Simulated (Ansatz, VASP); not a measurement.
One calculation of Cd, two programs

```
Cd
1.0
     3.03729    0.00000    0.00000
    -1.51865    2.63037    0.00000
     0.00000    0.00000    5.72783
Cd
2
Direct
  0.66667 0.33333 0.75000
  0.33333 0.66667 0.25000
```

Alike in both runs: task single point; functional PBEsol; k mesh 10 × 10 × 5; occupations fermi-dirac, width 0.05 eV; no spin polarisation.

```csv
,VASP,Ansatz
version,VASP 6.6.1,Ansatz 0.2.0
potentials or method,"VASP PAW PBE potentials, release 64 (Cd)",Ansatz PAW
plane-wave cutoff (eV),520,420
valence electrons in the cell,24,40
```

```tsv
	VASP	Ansatz	Ansatz less VASP
gap on the k mesh at the Fermi level (eV)	none	none	-
pressure (GPa)	-3.9	-4.2	-0.26
largest component of the traceless stress (GPa)	0.26	0.37	+0.109
```

A gap of «none» marks a metal or a gap that the smearing closes. The two sets of potentials don't hold the same shells in valence.

Caveats: the PAW data sets were made with another functional, which shifts forces and pressure a little (VASP); the PAW data sets come from PBE, with cores solved anew for the run's functional, which leaves a small shift of forces and pressure (Ansatz).
